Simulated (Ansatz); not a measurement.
System: CuCl (zinc blende type, first atom moved by 0.06 Å along [111]), 2 atoms in the cell.

```xyz
2
Lattice="0.0000 2.7100 2.7100 2.7100 0.0000 2.7100 2.7100 2.7100 0.0000" Properties=species:S:1:pos:R:3 pbc="T T T"
Cu    0.0346    0.0346    0.0346
Cl    1.3550    1.3550    1.3550
```

Code and potentials: Ansatz PAW hard set, 700 eV. Settings: k-mesh 4×4×4 Γ-centred; Fermi–Dirac smearing of 0.05 eV; no spin polarisation. For HSE06: exchange singularity: Wigner-Seitz. For PBE0: exchange singularity: Wigner-Seitz.

One run gave:

| Property | Result |
| --- | --- |
| Pressure | 0.97 GPa |
| Gap on the mesh | 2.32 eV |

```
atom  Fx (eV/Å)  Fy (eV/Å)  Fz (eV/Å)
 Cu1     -0.085     -0.085     -0.085
 Cl2      0.085      0.085      0.085
```

(1) Which level of theory was it?
A. PBE0
B. PBE
C. HSE06

## Answers

(1) C. All runs:

```
level  pressure (GPa)  gap (eV)  rms force (eV/Å)
  PBE            0.36      0.52             0.105
HSE06            0.97      2.32             0.148
 PBE0            0.82      3.04             0.147
```

The stress includes the program's correction for the finite plane-wave basis.

The k-mesh is modest, so these values aren't fully converged in k. Potentials made with PBE were used with another functional (at least in: Ansatz PAW hard set, 700 eV (HSE06); Ansatz PAW hard set, 700 eV (PBE0)). Semilocal functionals give gaps that mostly lie well below measured ones.
